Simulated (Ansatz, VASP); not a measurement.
TaN: VASP beside Ansatz

Contents of INCAR:

```
SYSTEM = TaN
ALGO = Normal ; EDIFF = 1E-7
ENCUT = 520 ; GGA = PS
ISIF = 2 ; ISMEAR = -1
LASPH = .True. ; LCHARG = .False.
LDAU = .True. ; LDAUJ = 0 0
LDAUL = 2 -1 ; LDAUPRINT = 1
LDAUTYPE = 2 ; LDAUU = 2 0
LMAXMIX = 4 ; LREAL = .False.
LWAVE = .False. ; NBANDS = 15
NELM = 150 ; PREC = Accurate
SIGMA = 0.05
```

KPOINTS

```
k-points
0
Gamma
  10 10 10
  0 0 0
```

File POSCAR:

```
TaN
1.0
    0.0000000000      2.2113230000      2.2113230000
    2.2113230000      0.0000000000      2.2113230000
    2.2113230000      2.2113230000      0.0000000000
Ta N
1 1
Direct
    0.5000000000      0.5000000000      0.5000000000
    0.0000000000      0.0000000000      0.0000000000
```

File input.yaml:

```yaml
crystal:
  lattice:
    - [0.0, 2.211323, 2.211323]
    - [2.211323, 0.0, 2.211323]
    - [2.211323, 2.211323, 0.0]
  atoms:
    - { symbol: Ta, position: [0.5, 0.5, 0.5] }
    - { symbol: "N", position: [0.0, 0.0, 0.0] }
kpoints:
  mp_grid: { grid: [10, 10, 10] }
scf:
  occupations: { method: fermi_dirac, width: 0.05 }
hamiltonian:
  xc: pbesol
  pseudopotentials: { kind: all_electron, lapw: { basis_error: 0.001 } }
  hubbard:
    sites: [{ species: Ta, l: d, u_eff: 2 }]
    double_counting: fll
    projectors: ortho-atomic
output:
  forces: true
  stress: true
  eigenvalues: true
  dos: { projected: false, de: 0.1, e_range: [-10, 8] }
  hubbard: {}
```

Alike in both runs: functional PBEsol; k mesh 10 × 10 × 10; occupations fermi-dirac, width 0.05 eV; no spin polarisation; Hubbard terms Ta d U = 2.0 eV.

|  | VASP | Ansatz |
| --- | --- | --- |
| version | VASP 6.6.1 | Ansatz 0.2.0 |
| potentials or method | VASP PAW PBE potentials, release 64 (Ta_pv, N) | all-electron LAPW, scalar-relativistic |
| plane-wave cutoff (eV) | 520 | see its input |
| task | single point | density of states |

|  | VASP | Ansatz | Ansatz less VASP |
| --- | --- | --- | --- |
| gap on the k mesh at the Fermi level (eV) | none | none | - |
| pressure (GPa) | -4.2 | -9.0 | -4.81 |

The programs project onto different local orbitals, so the same U acts differently. A gap of «none» marks a metal or a gap that the smearing closes. Ansatz ran all-electron here, so the differences hold the error of VASP's frozen core and of both bases.

Caveats: U without spin polarisation on a metal has little footing; the PAW data sets were made with another functional, which shifts forces and pressure a little (VASP); U is the effective U less J, on atomic orbitals that reach past the spheres (Ansatz); the density of states is complete only up to the lowest level of the last band computed (Ansatz). The runs have no spin-orbit coupling, so splittings on Ta are missing.
